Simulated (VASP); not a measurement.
GaSb:

```
Sb Ga
1.0
     0.00000    3.05900    3.05900
     3.05900    0.00000    3.05900
     3.05900    3.05900    0.00000
Sb Ga
1 1
Direct
  0.75000 0.75000 0.75000
  0.00000 0.00000 0.00000
```

- Program: VASP 6.6.1
- Task: relaxation of cell and atoms
- Functional: BLYP
- Potentials or basis: VASP PAW PBE potentials, release 64 (Sb, Ga_d)
- Cutoff: 600 eV
- k mesh: 8 × 8 × 8
- Occupations: fermi-dirac, width 0.05 eV
- Spin: no spin polarisation

At the start: pressure 5.5 GPa; volume 28.62 Å³/atom.

**Question.** How do energy, volume and symmetry change on relaxing?

**Answer.** Over 3 steps the energy falls by 54.5 meV/atom and the volume is 32.18 Å³/atom (+12.4 %); space group F-43m (No. 216, to 0.05 Å).

Step by step:
```
step  energy change (eV)  largest force (eV/Å)  pressure (GPa)  volume (Å³)
   1              0.0000                0.0000            5.51        57.25
   2             -0.1055                0.0000           -0.68        65.79
   3             -0.1090                0.0000           -0.05        64.36
```

Final structure:
```
CELL_PARAMETERS angstrom
0.00000 3.18075 3.18075
3.18075 0.00000 3.18075
3.18075 3.18075 0.00000
ATOMIC_POSITIONS crystal
Sb 0.75000 0.75000 0.75000
Ga 0.00000 0.00000 0.00000
```

Caveat: the PAW data sets were made with another functional, which shifts forces and pressure a little; the volume moved by +12 % from the deposited cell, more than functionals usually miss.
